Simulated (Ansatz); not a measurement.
Level of theory: DFT, RPBE, plane waves (420 eV) with PAW, scalar-relativistic in Ansatz. (PAW data from PBE, frozen cores regenerated.)

An element in the simple cubic structure gives this curve. The cell is scaled uniformly from the relaxed one, with fractional coordinates and shape fixed. Energies are extrapolated to zero smearing, pressures are those at the given smearing. Magnetic state: spin not included.

```csv
V (Å³/atom),E − E₀ (meV/atom),P (GPa)
27.308,51.8,4.83
28.549,22.1,2.91
29.790,5.7,1.38
31.032,0.0,0.18
32.273,2.8,-0.77
33.514,12.1,-1.51
34.755,26.5,-2.04
```

Question: Which element is it?
A. lead
B. cadmium
C. indium
D. tellurium

Answer: C. Its fit is V₀ = 31.21 Å³/atom, B₀ = 26 GPa, B₀′ = 5.0.
